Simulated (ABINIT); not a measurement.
Slab: WS2, a slab with vacuum.

```xyz
3
Lattice="3.1835 0.0000 0.0000 -1.5918 2.7570 0.0000 0.0000 0.0000 16.9506" Properties=species:S:1:pos:R:3 pbc="T T T"
W     0.0000    0.0000    0.0000
S     0.0000    1.8380    1.5595
S     0.0000    1.8380   15.3911
```

Base run:

| Item | Value |
| --- | --- |
| Program | ABINIT 10.8.3 (patched build) |
| Functional | PBE |
| Potentials or basis | JTH PAW PBE v2.0 |
| Cutoff | 544 eV |
| k mesh | 10 × 10 × 2 |
| Occupations | fermi-dirac, width 0.05 eV |
| Spin | no spin polarisation |

Its results: band gap on the k mesh 2.00 eV, indirect (least direct gap 2.15 eV); largest force 0.277 eV/Å.

The run is repeated on the same cell with these changes: functional from PBE to PBEsol; k mesh from 10 × 10 × 2 to 8 × 8 × 2. What comes out?

Band gap on the k mesh 2.06 eV, indirect (least direct gap 2.25 eV); largest force 0.089 eV/Å.

Several settings changed at once, so the effect can't be laid on one alone.

Caveats: spin-orbit coupling is left out, which moves the levels of the heavy elements; the PAW data sets were made with another functional, which shifts forces and pressure a little (some runs).

A k mesh can miss the band edges.
